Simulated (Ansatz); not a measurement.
**Al2Cu (I4/mcm) under several functionals**

**Experimental background.**

From a printed reference work, monograph, for a bulk crystal of Al2Cu: lattice constant a 6.067 Å; lattice constant c 4.877 Å.

Plane-wave DFT in Ansatz with scalar-relativistic PAW potentials. The same structure was relaxed (cell and atoms, symmetry kept) in separate runs at each level. Whether it is the stable form of this composition wasn't checked. No spin polarisation.

Q: How do the levels PBE, PBEsol, r2SCAN compare?

A:
```csv
level,cutoff (eV),k mesh,V (Å³/atom),a (Å),c (Å)
r2SCAN,500,10×10×10,14.392,5.991,4.812
PBEsol,420,10×10×10,14.449,5.992,4.829
PBE,420,10×10×10,14.906,6.052,4.883
```

The usual order of volumes, PBEsol < PBE, holds here (14.449, 14.906 Å³/atom). As a rule PBEsol, built on the gradient expansion of slowly varying densities, lies between LDA and PBE; PBE's stronger gradient term for exchange weakens bonds. r2SCAN lies 3.4 % under PBE in volume.

For PBE: Against the measured lattice constant a of Al2Cu, 6.067 Å (a printed reference work, monograph), the calculated 6.052 Å is off by -0.2 %. Measured lattice constant c of Al2Cu: 4.877 Å (a printed reference work, monograph). This calculation gives 4.883 Å (+0.1 %). The calculations are for 0 K without zero-point motion, and in metals axial ratios are sensitive to mesh and smearing.